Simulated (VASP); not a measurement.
# SnSe (Fm-3m) in VASP: further runs

Runs on SnSe. Level: r2SCAN. Tasks: single point.

Program: VASP 6.6.1. These are calculated values, not measurements. Logs are shortened: lines on timing, memory, paths and dates and some standing lists are left out, and cuts for length are marked.

### Step 1. The crystal as given

The structure is cubic, space group Fm-3m (No. 225). Conventional cell: a = 6.020 Å, b = 6.020 Å, c = 6.020 Å, α = 90.00°, β = 90.00°, γ = 90.00°. Around Sn (site symmetry m-3m) lie 6 Se at 3.01 Å. Around Se (site symmetry m-3m) lie 6 Sn at 3.01 Å.

Measurements of this composition are mostly on another form, of space group No. 62.

### Step 2. Single point, r2SCAN

INCAR

```
SYSTEM = SnSe
  ADDGRID = .FALSE.
  ALGO = Normal
  EDIFF = 1E-7
  ENCUT = 200
  ISIF = 2
  ISMEAR = 0
  LASPH = .TRUE.
  LCHARG = .FALSE.
  LMIXTAU = .TRUE.
  LREAL = .FALSE.
  LWAVE = .FALSE.
  METAGGA = R2SCAN
  NBANDS = 17
  NELM = 100
  PREC = Accurate
  SIGMA = 0.05
```

KPOINTS

```
k-points
0
G
  7 7 7
  0 0 0
```

POSCAR

```
SnSe
1.0
    0.0000000000      3.0100000000      3.0100000000
    3.0100000000      0.0000000000      3.0100000000
    3.0100000000      3.0100000000      0.0000000000
Sn Se
1 1
Direct
    0.0000000000      0.0000000000      0.0000000000
    0.5000000000      0.5000000000      0.5000000000
```

Potentials or basis: VASP PAW PBE potentials, release 64 (Sn_d, Se).

On the command line:

```sh
$ cat potpaw_PBE.64/Sn_d/POTCAR potpaw_PBE.64/Se/POTCAR > POTCAR
$ mpirun -np 1 vasp_std > vasp.out
```

OUTCAR:

```text
SYSTEM = SnSe
   EDIFF = 1E-7
   ENCUT = 200
   ISIF = 2
   ISMEAR = 0
   LASPH = .TRUE.
   LREAL = .FALSE.
   METAGGA = R2SCAN
   NELM = 100
   PREC = Accurate

 Found     20 irreducible k-points:

 Following reciprocal coordinates:
            Coordinates               Weight
  0.000000  0.000000  0.000000      1.000000
  0.142857  0.000000  0.000000      8.000000
  0.285714  0.000000  0.000000      8.000000
  0.428571  0.000000  0.000000      8.000000
  0.142857  0.142857  0.000000      6.000000
  0.285714  0.142857  0.000000     24.000000
   k-points           NKPTS =     20   k-points in BZ     NKDIM =     20   number of bands    NBANDS=     17
   number of dos      NEDOS =    301   number of ions     NIONS =      2
   total plane-waves  NPLWV =   8000
   dimension x,y,z NGX =    20 NGY =   20 NGZ =   20
   dimension x,y,z NGXF=    40 NGYF=   40 NGZF=   40
   ions per type =               1   1
   NGX,Y,Z   is equivalent  to a cutoff of   7.81,  7.81,  7.81 a.u.
   NGXF,Y,Z  is equivalent  to a cutoff of  15.62, 15.62, 15.62 a.u.
 SYSTEM =  SnSe
   PREC   = accura    normal or accurate (medium, high low for compatibility)
   ISTART =      0    job   : 0-new  1-cont  2-samecut
   ICHARG =      2    charge: 1-file 2-atom 10-const
   ISPIN  =      1    spin polarized calculation?
   LNONCOLLINEAR =      F non collinear calculations
   LSORBIT =      F    spin-orbit coupling
   LASPH  =      T    aspherical Exc in radial PAW
   ENCUT  =  200.0 eV  14.70 Ry    3.83 a.u.   4.91  4.91  4.91*2*pi/ulx,y,z
   NELM   =    100;   NELMIN=  2; NELMDL= -5     # of ELM steps
   EDIFF  = 0.1E-06   stopping-criterion for ELM
   LREAL  =      F    real-space projection
   EDIFFG = 0.1E-05   stopping-criterion for IOM
   NSW    =      0    number of steps for IOM
   IBRION =     -1    ionic relax: 0-MD 1-quasi-New 2-CG
   NFREE  =      0    steps in history (QN), initial steepest desc. (CG)
   ISIF   =      2    stress and relaxation
   ISYM   =      2    0-nonsym 1-usesym 2-fastsym
   POTIM  = 0.5000    time-step for ionic-motion
   TEBEG  =    0.0;   TEEND  =   0.0 temperature during run
   PSTRESS=    0.0 pullay stress
   NELECT =      20.0000    total number of electrons
   NUPDOWN=      -1.0000    fix difference up-down
   EMIN   =  10.00;   EMAX   =-10.00  energy-range for DOS
   EFERMI =   0.00;   METHOD = LEGACY
   ISMEAR =     0;   SIGMA  =   0.05  broadening in eV -4-tet -1-fermi 0-gaus
   EFERMI_NEDOS =   21; number of points for ismear=-14 and -15
   IALGO  =     38    algorithm
   IMIX   =      4    mixing-type and parameters
     AMIX     =   0.40;   BMIX     =  1.00
     AMIX_MAG =   1.60;   BMIX_MAG =  1.00
  volume/ion in A,a.u.               =      27.27       184.03
  Fermi-wavevector in a.u.,A,eV,Ry     =   1.171768  2.214321 18.681350  1.373040
  Thomas-Fermi vector in A             =   2.308207
   LORBIT       =      0    0 simple, 1 ext, 2 COOP (PROOUT), +10 PAW based schemes
   METAGGA = R2SCAN    functional components
   LHFCALC =     F    Hartree Fock is set to
   AEXX    =    0.0000 exact exchange contribution
   IVDW    =     0    specifies the selected vdW correction
   LEPSILON=     F    determine dielectric tensor
   LRPA    =     F    only Hartree local field effects (RPA)
 non-spin polarized calculation
 Gauss-broadening in eV      SIGMA  =   0.05
  energy-cutoff  :      200.00
  volume of cell :       54.54
 maximum number of plane-waves:       359
   NGX =  9   NGY =  9   NGZ =  9

 number of electron      19.9999980 magnetization

 Free energy of the ion-electron system (eV)
  ---------------------------------------------------
  ext. energy  EPLUGINS =         0.00000000
  ---------------------------------------------------
  free energy    TOTEN  =       -39.74441928 eV

  energy without entropy =      -39.74441928  energy(sigma->0) =      -39.74441928

 E-fermi :   5.7967     XC(G=0): -10.1840

 val. band max:        5.4910374283   @ k =   0.4286   0.0000   0.0000
 cond. band min:       6.3762578919   @ k =  -0.2857   0.1429   0.0000
 fundamental gap:      0.8852204636
 Fermi energy:         5.7966924932

 k-point     1 :       0.0000    0.0000    0.0000
  band No.  band energies     occupation
      1     -16.9602      2.00000
      2     -16.9602      2.00000
      3     -16.9600      2.00000
      4     -16.9513      2.00000
      5     -16.9513      2.00000
      6      -9.0127      2.00000
[... 9 lines left out ...]
     16      11.7514      0.00000
     17      14.0371      0.00000

 k-point     2 :       0.1429    0.0000    0.0000
  band No.  band energies     occupation
      1     -16.9580      2.00000
      2     -16.9526      2.00000
      3     -16.9523      2.00000
      4     -16.9480      2.00000
      5     -16.9478      2.00000
      6      -8.8649      2.00000
[... 9 lines left out ...]
     16      12.2398      0.00000
     17      15.4048      0.00000

 k-point     3 :       0.2857    0.0000    0.0000
  band No.  band energies     occupation
      1     -16.9678      2.00000
      2     -16.9677      2.00000
      3     -16.9574      2.00000
      4     -16.9574      2.00000
      5     -16.9414      2.00000
      6      -8.4836      2.00000
[... 9 lines left out ...]
     16      13.5148      0.00000
     17      18.0262      0.00000

 k-point     4 :       0.4286    0.0000    0.0000
  band No.  band energies     occupation
      1     -16.9719      2.00000
      2     -16.9717      2.00000
      3     -16.9557      2.00000
      4     -16.9469      2.00000
      5     -16.9468      2.00000
      6      -8.1037      2.00000
[... 9 lines left out ...]
     16      15.4399      0.00000
     17      16.7651      0.00000

 k-point     5 :       0.1429    0.1429    0.0000
  band No.  band energies     occupation
      1     -16.9669      2.00000
      2     -16.9560      2.00000
      3     -16.9462      2.00000
      4     -16.9460      2.00000
      5     -16.9458      2.00000
      6      -8.8154      2.00000
[... 9 lines left out ...]
     16      13.0927      0.00000
     17      14.3109      0.00000

 k-point     6 :       0.2857    0.1429    0.0000
  band No.  band energies     occupation
      1     -16.9631      2.00000
      2     -16.9540      2.00000
      3     -16.9534      2.00000
      4     -16.9532      2.00000
      5     -16.9445      2.00000
      6      -8.5102      2.00000
[... 9 lines left out ...]
     16      14.3128      0.00000
     17      16.0130      0.00000

 [... further k-points ...]

------------------------ aborting loop because EDIFF is reached ----------------------------------------

  FORCE on cell =-STRESS in cart. coord.  units (eV):
  Direction    XX          YY          ZZ          XY          YZ          ZX
  --------------------------------------------------------------------------------------
  -------------------------------------------------------------------------------------
  Total       -3.5646502     -3.5646502     -3.5646502     -0.0000000     -0.0000000      0.0000000
  in kB     -104.7123771   -104.7123771   -104.7123771     -0.0000000     -0.0000000      0.0000000
  external PRESSURE =    -104.7123771 kB  Pullay stress =       0.0000000 kB

 VOLUME and BASIS-vectors are now :
 -----------------------------------------------------------------------------
  energy-cutoff  :      200.00
  volume of cell :       54.54
      direct lattice vectors                 reciprocal lattice vectors
     0.000000000  3.010000000  3.010000000    -0.166112957  0.166112957  0.166112957
     3.010000000  0.000000000  3.010000000     0.166112957 -0.166112957  0.166112957
     3.010000000  3.010000000  0.000000000     0.166112957  0.166112957 -0.166112957

 POSITION                                       TOTAL-FORCE (eV/Angst)
 -----------------------------------------------------------------------------------
      0.00000      0.00000      0.00000        -0.000000      0.000000      0.000000
      3.01000      3.01000      3.01000         0.000000     -0.000000     -0.000000
 -----------------------------------------------------------------------------------
    total drift:                                0.000000     -0.000000      0.000000

  FREE ENERGIE OF THE ION-ELECTRON SYSTEM (eV)
  ---------------------------------------------------
  free  energy   TOTEN  =       -39.7444192752 eV

  energy  without entropy=      -39.7444192752  energy(sigma->0) =      -39.74441928
```

Wall time 32 s (1 thread of Intel Xeon Platinum 8488C (Sapphire Rapids), shared host); peak memory 0.12 GiB.

The run converged, but a check on its numbers failed (symmetry, net force, bounds or a known fault of this set-up), so they aren't taken as properties of the crystal.

Caveat: the cutoff lies under the usual one of these potentials, so the numbers hold a large basis-set error; this odd mesh misses L, where the gap lies, so gap, dielectric constants and Born charges aren't listed; the PAW data sets were made with another functional, which shifts forces and pressure a little.

### Step 3. Single point, r2SCAN

Changes to INCAR since step 2:

```diff
@@ -4,3 +4,3 @@
   EDIFF = 1E-7
-  ENCUT = 200
+  ENCUT = 400
   ISIF = 2
```

KPOINTS

```
k-points
0
G
  5 5 5
  0 0 0
```

POSCAR is that of step 2.

Potentials or basis: VASP PAW PBE potentials, release 64 (Sn_d, Se).

On the command line:

```sh
$ cat potpaw_PBE.64/Sn_d/POTCAR potpaw_PBE.64/Se/POTCAR > POTCAR
$ mpirun -np 1 vasp_std > vasp.out
```

Run time: 31 s. Hardware: 1 thread of Intel Xeon Platinum 8488C (Sapphire Rapids), shared host; peak memory 0.16 GiB.

These settings aren't checked as converged: the numbers below hold their error.

Results:

- Free energy: -39.8963 eV
- Pressure: -0.3 GPa

Caveat: this odd mesh misses L, where the gap lies, so gap, dielectric constants and Born charges aren't listed; the PAW data sets were made with another functional, which shifts forces and pressure a little.

### Step 4. Single point, r2SCAN

Changes to INCAR since step 3:

```diff
@@ -4,3 +4,3 @@
   EDIFF = 1E-7
-  ENCUT = 400
+  ENCUT = 300
   ISIF = 2
```

KPOINTS

```
k-points
0
G
  6 6 6
  0 0 0
```

POSCAR is that of step 3.

Potentials or basis: VASP PAW PBE potentials, release 64 (Sn_d, Se).

On the command line:

```sh
$ cat potpaw_PBE.64/Sn_d/POTCAR potpaw_PBE.64/Se/POTCAR > POTCAR
$ mpirun -np 1 vasp_std > vasp.out
```

OUTCAR:

```text
SYSTEM = SnSe
   EDIFF = 1E-7
   ENCUT = 300
   ISIF = 2
   ISMEAR = 0
   LASPH = .TRUE.
   LREAL = .FALSE.
   METAGGA = R2SCAN
   NELM = 100
   PREC = Accurate

 Found     16 irreducible k-points:

 Following reciprocal coordinates:
            Coordinates               Weight
  0.000000  0.000000  0.000000      1.000000
  0.166667  0.000000  0.000000      8.000000
  0.333333  0.000000  0.000000      8.000000
  0.500000  0.000000  0.000000      4.000000
  0.166667  0.166667  0.000000      6.000000
  0.333333  0.166667  0.000000     24.000000
   k-points           NKPTS =     16   k-points in BZ     NKDIM =     16   number of bands    NBANDS=     17
   number of dos      NEDOS =    301   number of ions     NIONS =      2
   total plane-waves  NPLWV =  13824
   dimension x,y,z NGX =    24 NGY =   24 NGZ =   24
   dimension x,y,z NGXF=    48 NGYF=   48 NGZF=   48
   ions per type =               1   1
   NGX,Y,Z   is equivalent  to a cutoff of   9.37,  9.37,  9.37 a.u.
   NGXF,Y,Z  is equivalent  to a cutoff of  18.75, 18.75, 18.75 a.u.
 SYSTEM =  SnSe
   PREC   = accura    normal or accurate (medium, high low for compatibility)
   ISTART =      0    job   : 0-new  1-cont  2-samecut
   ICHARG =      2    charge: 1-file 2-atom 10-const
   ISPIN  =      1    spin polarized calculation?
   LNONCOLLINEAR =      F non collinear calculations
   LSORBIT =      F    spin-orbit coupling
   LASPH  =      T    aspherical Exc in radial PAW
   ENCUT  =  300.0 eV  22.05 Ry    4.70 a.u.   6.01  6.01  6.01*2*pi/ulx,y,z
   NELM   =    100;   NELMIN=  2; NELMDL= -5     # of ELM steps
   EDIFF  = 0.1E-06   stopping-criterion for ELM
   LREAL  =      F    real-space projection
   EDIFFG = 0.1E-05   stopping-criterion for IOM
   NSW    =      0    number of steps for IOM
   IBRION =     -1    ionic relax: 0-MD 1-quasi-New 2-CG
   NFREE  =      0    steps in history (QN), initial steepest desc. (CG)
   ISIF   =      2    stress and relaxation
   ISYM   =      2    0-nonsym 1-usesym 2-fastsym
   POTIM  = 0.5000    time-step for ionic-motion
   TEBEG  =    0.0;   TEEND  =   0.0 temperature during run
   PSTRESS=    0.0 pullay stress
   NELECT =      20.0000    total number of electrons
   NUPDOWN=      -1.0000    fix difference up-down
   EMIN   =  10.00;   EMAX   =-10.00  energy-range for DOS
   EFERMI =   0.00;   METHOD = LEGACY
   ISMEAR =     0;   SIGMA  =   0.05  broadening in eV -4-tet -1-fermi 0-gaus
   EFERMI_NEDOS =   21; number of points for ismear=-14 and -15
   IALGO  =     38    algorithm
   IMIX   =      4    mixing-type and parameters
     AMIX     =   0.40;   BMIX     =  1.00
     AMIX_MAG =   1.60;   BMIX_MAG =  1.00
  volume/ion in A,a.u.               =      27.27       184.03
  Fermi-wavevector in a.u.,A,eV,Ry     =   1.171768  2.214321 18.681350  1.373040
  Thomas-Fermi vector in A             =   2.308207
   LORBIT       =      0    0 simple, 1 ext, 2 COOP (PROOUT), +10 PAW based schemes
   METAGGA = R2SCAN    functional components
   LHFCALC =     F    Hartree Fock is set to
   AEXX    =    0.0000 exact exchange contribution
   IVDW    =     0    specifies the selected vdW correction
   LEPSILON=     F    determine dielectric tensor
   LRPA    =     F    only Hartree local field effects (RPA)
 non-spin polarized calculation
 Gauss-broadening in eV      SIGMA  =   0.05
  energy-cutoff  :      300.00
  volume of cell :       54.54
 maximum number of plane-waves:       654
   NGX = 13   NGY = 13   NGZ = 13

 number of electron      20.0000012 magnetization

 Free energy of the ion-electron system (eV)
  ---------------------------------------------------
  ext. energy  EPLUGINS =         0.00000000
  ---------------------------------------------------
  free energy    TOTEN  =       -39.88382461 eV

  energy without entropy =      -39.88382461  energy(sigma->0) =      -39.88382461

 E-fermi :   5.9241     XC(G=0): -10.1970

 val. band max:        5.7009075793   @ k =   0.5000   0.0000   0.0000
 cond. band min:       6.1545469672   @ k =   0.5000   0.0000   0.0000
 fundamental gap:      0.4536393879
 Fermi energy:         5.9241312550

 k-point     1 :       0.0000    0.0000    0.0000
  band No.  band energies     occupation
      1     -16.8220      2.00000
      2     -16.8220      2.00000
      3     -16.8187      2.00000
      4     -16.8187      2.00000
      5     -16.8187      2.00000
      6      -9.0325      2.00000
[... 9 lines left out ...]
     16      11.7445      0.00000
     17      14.0169      0.00000
[... 81 lines left out ...]
 k-point     6 :       0.3333    0.1667    0.0000
  band No.  band energies     occupation
      1     -16.8334      2.00000
      2     -16.8216      2.00000
      3     -16.8194      2.00000
      4     -16.8103      2.00000
      5     -16.8083      2.00000
      6      -8.3805      2.00000
[... 9 lines left out ...]
     16      15.0047      0.00000
     17      16.5957      0.00000

 [... further k-points ...]

------------------------ aborting loop because EDIFF is reached ----------------------------------------

  FORCE on cell =-STRESS in cart. coord.  units (eV):
  Direction    XX          YY          ZZ          XY          YZ          ZX
  --------------------------------------------------------------------------------------
  -------------------------------------------------------------------------------------
  Total       -0.2253625     -0.2253625     -0.2253625      0.0000000     -0.0000000      0.0000000
  in kB       -6.6200728     -6.6200728     -6.6200728      0.0000000     -0.0000000      0.0000000
  external PRESSURE =      -6.6200728 kB  Pullay stress =       0.0000000 kB

 VOLUME and BASIS-vectors are now :
 -----------------------------------------------------------------------------
  energy-cutoff  :      300.00
  volume of cell :       54.54
      direct lattice vectors                 reciprocal lattice vectors
     0.000000000  3.010000000  3.010000000    -0.166112957  0.166112957  0.166112957
     3.010000000  0.000000000  3.010000000     0.166112957 -0.166112957  0.166112957
     3.010000000  3.010000000  0.000000000     0.166112957  0.166112957 -0.166112957

 POSITION                                       TOTAL-FORCE (eV/Angst)
 -----------------------------------------------------------------------------------
      0.00000      0.00000      0.00000         0.000000      0.000000      0.000000
      3.01000      3.01000      3.01000        -0.000000      0.000000      0.000000
 -----------------------------------------------------------------------------------
    total drift:                                0.000000     -0.000000     -0.000000

  FREE ENERGIE OF THE ION-ELECTRON SYSTEM (eV)
  ---------------------------------------------------
  free  energy   TOTEN  =       -39.8838246069 eV

  energy  without entropy=      -39.8838246069  energy(sigma->0) =      -39.88382461
```

stdout:

```text
POSCAR found type information on POSCAR SnSe
 POSCAR found :  2 types and       2 ions
 scaLAPACK will be used
 -----------------------------------------------------------------------------
|                                                                             |
|                                                                             |
|     You enforced a specific xc type in the INCAR file but a different       |
|     I HOPE YOU KNOW WHAT YOU ARE DOING!                                     |
|                                                                             |
 -----------------------------------------------------------------------------

 LDA part: xc-table for (None), standard interpolation
 POSCAR, INCAR and KPOINTS ok, starting setup
 FFT: planning ... GRIDC
 FFT: planning ... GRID_SOFT
 FFT: planning ... GRID
 WAVECAR not read
 entering main loop
```

Wall time 26 s (1 thread of Intel Xeon Platinum 8488C (Sapphire Rapids), shared host); peak memory 0.13 GiB.

These settings aren't checked as converged: the numbers below hold their error.

Results:

* Free energy: -39.8838 eV
* Pressure: -0.7 GPa
* Band gap on the k mesh: 0.45 eV, direct

Caveat: the PAW data sets were made with another functional, which shifts forces and pressure a little; spin-orbit coupling is left out, which moves the levels of the heavy elements.

### Step 5. Single point, r2SCAN

Changes to INCAR since step 4:

```diff
@@ -4,3 +4,3 @@
   EDIFF = 1E-7
-  ENCUT = 300
+  ENCUT = 500
   ISIF = 2
```

KPOINTS

```
k-points
0
G
  5 5 5
  0 0 0
```

POSCAR is that of step 4.

On the command line:

```sh
$ cat potpaw_PBE.64/Sn_d/POTCAR potpaw_PBE.64/Se/POTCAR > POTCAR
$ mpirun -np 1 vasp_std > vasp.out
```

Wall time 37 s (1 thread of Intel Xeon Platinum 8488C (Sapphire Rapids), shared host); peak memory 0.18 GiB.

These settings aren't checked as converged: the numbers below hold their error.

Results:

```yaml
Free_energy: -39.8985 eV
Pressure: -0.2 GPa
```

Caveat: this odd mesh misses L, where the gap lies, so gap, dielectric constants and Born charges aren't listed; the PAW data sets were made with another functional, which shifts forces and pressure a little.

### Step 6. The reference run

An earlier run on the cell as given: functional PBEsol; potentials or basis VASP PAW PBE potentials, release 64 (Sn_d, Se); cutoff 520 eV; k mesh 8 × 8 × 8; occupations fermi-dirac, width 0.05 eV; no spin polarisation.

- Pressure: -1.9 GPa
- Band gap on the k mesh: 0.65 eV, direct
